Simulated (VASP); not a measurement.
# Mo (Im-3m) in VASP: a series of runs

Runs on Mo. Level: PBE. Tasks: single point.

Program: VASP 6.6.1. These are calculated values, not measurements. Logs are shortened: lines on timing, memory, paths and dates and some standing lists are left out, and cuts for length are marked.

## (1) The undisturbed crystal

It takes space group Im-3m (No. 229, cubic). The conventional cell has a = 3.168 Å, b = 3.168 Å, c = 3.168 Å, α = 90.00°, β = 90.00°, γ = 90.00°. Mo (site symmetry m-3m) is surrounded by 8 Mo at 2.74 Å.

## (2) Single point, PBE (grid = ENCUT=340 dk=0.35 cell=2x2x2 ISMEAR=1 SIGMA=0.1 LREAL=Auto EDIFF=1e-06)

The input, INCAR:

```
PREC = Accurate ; ENCUT = 340
EDIFF = 1E-6 ; ISMEAR = 1
SIGMA = 0.1 ; LREAL = Auto
LASPH = T ; NELM = 120
ALGO = Fast ; ISIF = 2
LWAVE = F ; LCHARG = F
GGA = PE ; NBANDS = 64
```

The input, KPOINTS:

```
Automatic mesh
0
Gamma
  5 5 5
```

The input, POSCAR:

```
Mo
1.0
   -3.1676179438      3.1676179438      3.1676179438
    3.1676179438     -3.1676179438      3.1676179438
    3.1676179438      3.1676179438     -3.1676179438
Mo
8
Direct
    0.0000000000      0.0000000000      0.0000000000
    0.0000000000      0.0000000000      0.5000000000
    0.0000000000      0.5000000000      0.0000000000
    0.0000000000      0.5000000000      0.5000000000
    0.5000000000      0.0000000000      0.0000000000
    0.5000000000      0.0000000000      0.5000000000
    0.5000000000      0.5000000000      0.0000000000
    0.5000000000      0.5000000000      0.5000000000
```

Potentials or basis: VASP PAW PBE potentials, release 64 (Mo_sv).

Run with:

```console
> cat potpaw_PBE.64/Mo_sv/POTCAR > POTCAR
> mpirun -np 1 vasp_std > vasp.out
```

OUTCAR:

```text
PREC = Accurate
   ENCUT = 340
   EDIFF = 1E-6
   ISMEAR = 1
   LREAL = Auto
   LASPH = T
   NELM = 120
   ISIF = 2
   GGA = PE

 Found     10 irreducible k-points:

 Following reciprocal coordinates:
            Coordinates               Weight
  0.000000  0.000000  0.000000      1.000000
  0.200000  0.000000  0.000000     12.000000
  0.400000  0.000000  0.000000     12.000000
  0.200000  0.200000  0.000000     24.000000
  0.400000  0.200000  0.000000     24.000000
  0.200000  0.200000  0.200000      8.000000
   k-points           NKPTS =     10   k-points in BZ     NKDIM =     10   number of bands    NBANDS=     64
   number of dos      NEDOS =    301   number of ions     NIONS =      8
   total plane-waves  NPLWV =  46656
   dimension x,y,z NGX =    36 NGY =   36 NGZ =   36
   dimension x,y,z NGXF=    72 NGYF=   72 NGZF=   72
   ions per type =               8
   NGX,Y,Z   is equivalent  to a cutoff of  10.91, 10.91, 10.91 a.u.
   NGXF,Y,Z  is equivalent  to a cutoff of  21.82, 21.82, 21.82 a.u.
 SYSTEM =  unknown system
   PREC   = accura    normal or accurate (medium, high low for compatibility)
   ISTART =      0    job   : 0-new  1-cont  2-samecut
   ICHARG =      2    charge: 1-file 2-atom 10-const
   ISPIN  =      1    spin polarized calculation?
   LNONCOLLINEAR =      F non collinear calculations
   LSORBIT =      F    spin-orbit coupling
   LASPH  =      T    aspherical Exc in radial PAW
   ENCUT  =  340.0 eV  24.99 Ry    5.00 a.u.   8.25  8.25  8.25*2*pi/ulx,y,z
   NELM   =    120;   NELMIN=  2; NELMDL= -5     # of ELM steps
   EDIFF  = 0.1E-05   stopping-criterion for ELM
   LREAL  =      T    real-space projection
   EDIFFG = 0.1E-04   stopping-criterion for IOM
   NSW    =      0    number of steps for IOM
   IBRION =     -1    ionic relax: 0-MD 1-quasi-New 2-CG
   NFREE  =      0    steps in history (QN), initial steepest desc. (CG)
   ISIF   =      2    stress and relaxation
   ISYM   =      2    0-nonsym 1-usesym 2-fastsym
   POTIM  = 0.5000    time-step for ionic-motion
   TEBEG  =    0.0;   TEEND  =   0.0 temperature during run
   PSTRESS=    0.0 pullay stress
   NELECT =     112.0000    total number of electrons
   NUPDOWN=      -1.0000    fix difference up-down
   EMIN   =  10.00;   EMAX   =-10.00  energy-range for DOS
   EFERMI =   0.00;   METHOD = LEGACY
   ISMEAR =     1;   SIGMA  =   0.10  broadening in eV -4-tet -1-fermi 0-gaus
   EFERMI_NEDOS =   21; number of points for ismear=-14 and -15
   IALGO  =     68    algorithm
   IMIX   =      4    mixing-type and parameters
     AMIX     =   0.40;   BMIX     =  1.00
     AMIX_MAG =   1.60;   BMIX_MAG =  1.00
  volume/ion in A,a.u.               =      15.89       107.24
  Fermi-wavevector in a.u.,A,eV,Ry     =   1.569380  2.965698 33.510508  2.462953
  Thomas-Fermi vector in A             =   2.671271
   LORBIT       =      0    0 simple, 1 ext, 2 COOP (PROOUT), +10 PAW based schemes
   GGA     = PE    functional components
   LHFCALC =     F    Hartree Fock is set to
   AEXX    =    0.0000 exact exchange contribution
   IVDW    =     0    specifies the selected vdW correction
   LEPSILON=     F    determine dielectric tensor
   LRPA    =     F    only Hartree local field effects (RPA)
 non-spin polarized calculation
 RMM-DIIS sequential band-by-band and
 Methfessel and Paxton  Order N= 1 SIGMA  =   0.10
  energy-cutoff  :      340.00
  volume of cell :      127.13
 maximum number of plane-waves:      1865
 NGX is ok and might be reduce to    36
   NGX = 17   NGY = 17   NGZ = 17

 number of electron     112.0000041 magnetization

 Free energy of the ion-electron system (eV)
  ---------------------------------------------------
  ext. energy  EPLUGINS =         0.00000000
  ---------------------------------------------------
  free energy    TOTEN  =       -87.31288448 eV

  energy without entropy =      -87.31118744  energy(sigma->0) =      -87.31231880

 E-fermi :  12.4612     XC(G=0): -13.2940

 val. band max:       12.4404690047   @ k =  -0.4000   0.4000   0.2000
 cond. band min:      12.4695799567   @ k =  -0.4000   0.4000   0.4000
 fundamental gap:      0.0291109519
 Fermi energy:        12.4612221604

 k-point     1 :       0.0000    0.0000    0.0000
  band No.  band energies     occupation
      1     -48.8971      2.00000
      2     -48.6485      2.00000
      3     -48.6485      2.00000
      4     -48.6485      2.00000
      5     -48.6485      2.00000
      6     -48.6485      2.00000
[... 56 lines left out ...]
     63      14.0076     -0.00000
     64      14.0093     -0.00000

 k-point     2 :       0.2000    0.0000    0.0000
  band No.  band energies     occupation
      1     -48.8737      2.00000
      2     -48.6726      2.00000
      3     -48.6485      2.00000
      4     -48.6485      2.00000
      5     -48.6485      2.00000
      6     -48.6485      2.00000
[... 56 lines left out ...]
     63      13.9937     -0.00000
     64      14.0295     -0.00000

 k-point     3 :       0.4000    0.0000    0.0000
  band No.  band energies     occupation
      1     -48.8124      2.00000
      2     -48.7355      2.00000
      3     -48.6488      2.00000
      4     -48.6488      2.00000
      5     -48.6488      2.00000
      6     -48.6488      2.00000
[... 56 lines left out ...]
     63      13.6824     -0.00000
     64      13.6886     -0.00000

 k-point     4 :       0.2000    0.2000    0.0000
  band No.  band energies     occupation
      1     -48.8314      2.00000
      2     -48.6923      2.00000
      3     -48.6923      2.00000
      4     -48.6620      2.00000
      5     -48.6292      2.00000
      6     -48.6187      2.00000
[... 56 lines left out ...]
     63      13.9031     -0.00000
     64      14.1276     -0.00000

 k-point     5 :       0.4000    0.2000    0.0000
  band No.  band energies     occupation
      1     -48.7621      2.00000
      2     -48.7621      2.00000
      3     -48.6999      2.00000
      4     -48.6674      2.00000
      5     -48.6217      2.00000
      6     -48.6136      2.00000
[... 56 lines left out ...]
     63      13.8879     -0.00000
     64      13.9271     -0.00000

 k-point     6 :       0.2000    0.2000    0.2000
  band No.  band energies     occupation
      1     -48.7795      2.00000
      2     -48.7149      2.00000
      3     -48.7149      2.00000
      4     -48.7149      2.00000
      5     -48.5959      2.00000
      6     -48.5959      2.00000
[... 56 lines left out ...]
     63      13.8888     -0.00000
     64      13.9297     -0.00000

 [... further k-points ...]

------------------------ aborting loop because EDIFF is reached ----------------------------------------

  FORCE on cell =-STRESS in cart. coord.  units (eV):
  Direction    XX          YY          ZZ          XY          YZ          ZX
  --------------------------------------------------------------------------------------
  -------------------------------------------------------------------------------------
  Total       -2.5504367     -2.5504367     -2.5504367     -0.0000000      0.0000000     -0.0000000
  in kB      -32.1415452    -32.1415452    -32.1415452     -0.0000000      0.0000000     -0.0000000
  external PRESSURE =     -32.1415452 kB  Pullay stress =       0.0000000 kB

 VOLUME and BASIS-vectors are now :
 -----------------------------------------------------------------------------
  energy-cutoff  :      340.00
  volume of cell :      127.13
      direct lattice vectors                 reciprocal lattice vectors
    -3.167617944  3.167617944  3.167617944     0.000000000  0.157847319  0.157847319
     3.167617944 -3.167617944  3.167617944     0.157847319  0.000000000  0.157847319
     3.167617944  3.167617944 -3.167617944     0.157847319  0.157847319  0.000000000

 POSITION                                       TOTAL-FORCE (eV/Angst)
 -----------------------------------------------------------------------------------
      0.00000      0.00000      0.00000        -0.000000      0.000000     -0.000000
      1.58381      1.58381     -1.58381        -0.000000      0.000000      0.000000
      1.58381     -1.58381      1.58381        -0.000000      0.000000     -0.000000
      3.16762      0.00000      0.00000        -0.000000      0.000000     -0.000000
     -1.58381      1.58381      1.58381         0.000000     -0.000000      0.000000
      0.00000      3.16762      0.00000         0.000000      0.000000      0.000000
      0.00000      0.00000      3.16762         0.000000     -0.000000      0.000000
      1.58381      1.58381      1.58381        -0.000000     -0.000000      0.000000
 -----------------------------------------------------------------------------------
    total drift:                                0.000000      0.000000      0.000000

  FREE ENERGIE OF THE ION-ELECTRON SYSTEM (eV)
  ---------------------------------------------------
  free  energy   TOTEN  =       -87.3128844792 eV

  energy  without entropy=      -87.3111874421  energy(sigma->0) =      -87.31231880
```

It took 84 s on 1 thread of Intel Xeon 6975P-C (Granite Rapids), shared host; peak memory 0.22 GiB.

These settings aren't checked as converged: the numbers below hold their error.

Results:

| Item | Value |
| --- | --- |
| Free energy | -87.3129 eV |
| Pressure | -3.2 GPa |
| Band gap on the k mesh | none (metal or under the smearing width) |

## (3) Single point, PBE (grid = ENCUT=400 dk=0.35 cell=2x2x2 ISMEAR=1 SIGMA=0.1 LREAL=Auto EDIFF=1e-06)

Changes to INCAR since step 2:

```diff
@@ -1,2 +1,2 @@
-PREC = Accurate ; ENCUT = 340
+PREC = Accurate ; ENCUT = 400
 EDIFF = 1E-6 ; ISMEAR = 1
```

KPOINTS is that of step 2.

POSCAR is that of step 2.

Potentials or basis: VASP PAW PBE potentials, release 64 (Mo_sv).

Run with:

```console
> cat potpaw_PBE.64/Mo_sv/POTCAR > POTCAR
> mpirun -np 1 vasp_std > vasp.out
```

Wall time 90 s (1 thread of Intel Xeon 6975P-C (Granite Rapids), shared host); peak memory 0.22 GiB.

These settings aren't checked as converged: the numbers below hold their error.

What came out:

```
Free energy            : -87.3324 eV
Pressure               : -2.7 GPa
Band gap on the k mesh : none (metal or under the smearing width)
```
